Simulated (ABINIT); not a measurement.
The system is Ge.

```
Ge
1.0
    -1.60842    1.60842    1.87318
     1.60842   -1.60842    1.87318
     1.60842    1.60842   -1.87318
Ge
1
Direct
  0.50000 0.50000 0.00000
```

The cell was built by a generator and needn't be a form met in nature.

Base run:

* Program: ABINIT 10.8.3 (patched build)
* Functional: PBEsol
* Potentials or basis: JTH PAW PBE v2.0
* Cutoff: 707 eV
* k mesh: 12 × 12 × 12
* Occupations: fermi-dirac, width 0.05 eV
* Spin: no spin polarisation

Its results: band gap on the k mesh none (metal or under the smearing width); pressure -2.6 GPa.

**Question.** The run is repeated on the same cell with these changes: functional from PBEsol to BLYP. What comes out?

**Answer.** Band gap on the k mesh none (metal or under the smearing width); pressure 7.3 GPa.

BLYP binds less tightly than PBEsol, so the same cell stands under more pressure.

Caveats: the PAW data sets were made with another functional, which shifts forces and pressure a little.

Not every run made on this cell is shown here.
